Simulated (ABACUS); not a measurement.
Al2O3 (Corundum) in ABACUS: the effect of target pressure

Crystal: Al2O3 (Corundum).

```
CELL_PARAMETERS angstrom
2.38025 1.37424 4.33187
-2.38025 1.37424 4.33187
0.00000 -2.74848 4.33187
ATOMIC_POSITIONS crystal
Al 0.85216 0.85216 0.85216
Al 0.64784 0.64784 0.64784
Al 0.14784 0.14784 0.14784
Al 0.35216 0.35216 0.35216
O 0.05668 0.75000 0.44332
O 0.75000 0.44332 0.05668
O 0.44332 0.05668 0.75000
O 0.94332 0.25000 0.55668
O 0.25000 0.55668 0.94332
O 0.55668 0.94332 0.25000
```

Alike in all runs:

```yaml
Program: ABACUS 3.10.1
Task: relaxation of cell and atoms
Functional: PBE
Potentials_or_basis: PseudoDojo NC SR 0.4.1 PBE standard
Cutoff: 1361 eV
Density_cutoff: 5442 eV
Basis: DZP LCAO (the cutoffs set its grid)
k_mesh: 5 × 5 × 5
Occupations: fermi-dirac, width 0.05 eV
Spin: no spin polarisation
```

Each run relaxes the cell or the atoms first.

| target pressure | relaxed volume (Å³/atom) |
| --- | --- |
| 0 GPa | 8.81 |
| 5 GPa | ? |
| 10 GPa | 8.45 |
| 20 GPa | 8.16 |
| 30 GPa | 7.92 |

What does the run with target pressure 5 GPa give?

Relaxed volume 8.62 Å³/atom.

Worked out: In Murnaghan's law V^(-B') rises as a straight line in P. The other rows fit best with B' = 4.7, V0 = 8.81 Å³/atom and B0 = 217 GPa, which gives 8.62 Å³/atom at 5 GPa, against the run's 8.62.

Caveats: the atomic orbitals were generated for these runs and aren't a published set; the basis of atomic orbitals isn't converged, which shifts pressures, moduli and gaps.
